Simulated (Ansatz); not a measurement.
# Os under changes of volume

One of the cells (13.982 Å³/atom); the others are scaled copies at fixed shape and fractional positions:

```
CELL_PARAMETERS angstrom
2.73410 0.00000 0.00000
-1.36705 2.36780 0.00000
0.00000 0.00000 4.31970
ATOMIC_POSITIONS crystal
Os 0.66667 0.33333 0.75000
Os 0.33333 0.66667 0.25000
```

```yaml
Program: Ansatz 0.2.0
Functional: r2SCAN
Dispersion: D3(BJ)
Potentials_or_basis: Ansatz PAW
Cutoff: "500 eV (not typed: the program's choice for these potentials)"
k_mesh: 11 × 11 × 6
Occupations: fermi-dirac, width 0.05 eV
Spin: no spin polarisation
```

```csv
volume (Å³/atom),energy over the lowest point (meV/atom),pressure (GPa)
13.143,?,?
13.423,23.24,16.7
13.703,3.27,6.5
13.982,0.00,-2.5
14.262,11.62,-10.5
14.542,36.49,-17.7
14.821,73.15,-24.1
```

What does the run at 13.143 Å³/atom give?

Energy over the lowest point 61.97 meV/atom; pressure 28.0 GPa.

Worked out: A Birch-Murnaghan fit of order 3 (a polynomial in V^(-2/3)) to the other rows has its minimum at 13.90 Å³/atom with B0 = V·E''(V) = 437 GPa and B' = 4.7 at fixed shape and positions, which overstates the stiffness. It gives 61.93 meV/atom at 13.143 Å³/atom, against the run's 61.97, and -dE/dV = 27.9 GPa, against 28.0.

Energies are extrapolated to zero smearing.

Caveats: pairwise dispersion overbinds metals, which lowers pressure and volume; the PAW data sets come from PBE, with cores solved anew for the run's functional, which leaves a small shift of forces and pressure; the dispersion damping was fitted for another functional or another form of the correction.
